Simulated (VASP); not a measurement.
# C₅NH₅: relaxation of the atoms

C₅NH₅, molecule in box, 11 atoms in the cell. PBE; PAW potentials C, N, H (PBE set).

## Input

INCAR:
```
SYSTEM = H5C5N
  ALGO = Normal
  EDIFF = 1E-6
  EDIFFG = -0.01
  ENCUT = 500
  GGA = PE
  IBRION = 2
  ISIF = 2
  ISMEAR = 0
  LASPH = .True.
  LCHARG = .False.
  LREAL = .False.
  LWAVE = .False.
  NCORE = 2
  NELM = 100
  NSW = 80
  PREC = Accurate
  SIGMA = 0.02
```

KPOINTS:
```
k-points
0
Gamma
  1 1 1
```

POSCAR:
```
H5C5N
1.0
   12.0000000000      0.0000000000      0.0000000000
    0.0000000000     13.0000000000      0.0000000000
    0.0000000000      0.0000000000      9.0000000000
C N H
5 1 5
Direct
    0.4287060000      0.5000000000      0.5000010000
    0.4872600000      0.5923420000      0.5000010000
    0.6026660000      0.5884220000      0.5000010000
    0.6026670000      0.4115790000      0.5000010000
    0.4872610000      0.4076590000      0.5000000000
    0.6618050000      0.5000010000      0.5000010000
    0.3381950000      0.4999990000      0.5000010000
    0.4440980000      0.6655920000      0.5000010000
    0.6521160000      0.6584000000      0.5000000000
    0.6521170000      0.3416010000      0.5000010000
    0.4441000000      0.3344080000      0.4999990000
```

Commands:
```
cat potpaw_PBE.64/C/POTCAR potpaw_PBE.64/N/POTCAR potpaw_PBE.64/H/POTCAR > POTCAR
mpirun -np 4 vasp_gam > vasp.out
```

## Result

- Ionic steps: 19
- SCF steps in all: 129

Ionic steps:

| Step | Energy (eV) | Largest force (eV/A) | SCF steps |
|---|---|---|---|
| 1 | -71.22518 | 0.7408 | 24 |
| 2 | -71.15314 | 2.4146 | 16 |
| 3 | -71.23566 | 0.2069 | 16 |
| 4 | -71.23677 | 0.3862 | 13 |
| 5 | -71.23817 | 0.1903 | 6 |
| 6 | -71.23896 | 0.1589 | 13 |
| 7 | -71.23968 | 0.0462 | 5 |
| 8 | -71.23969 | 0.0895 | 4 |
| 9 | -71.23978 | 0.0350 | 4 |
| 10 | -71.23988 | 0.0197 | 3 |
| 11 | -71.23990 | 0.0283 | 3 |
| 12 | -71.23994 | 0.0288 | 4 |
| 13 | -71.23995 | 0.0254 | 2 |
| 14 | -71.23997 | 0.0217 | 4 |
| 15 | -71.23998 | 0.0151 | 2 |
| 16 | -71.23999 | 0.0117 | 3 |
| 17 | -71.23999 | 0.0105 | 2 |
| 18 | -71.23999 | 0.0219 | 3 |
| 19 | -71.23999 | 0.0046 | 2 |

VASP 6.6.1 took 172 s on 4 cores (AMD EPYC 9R45 (Zen 5)), a shared host.
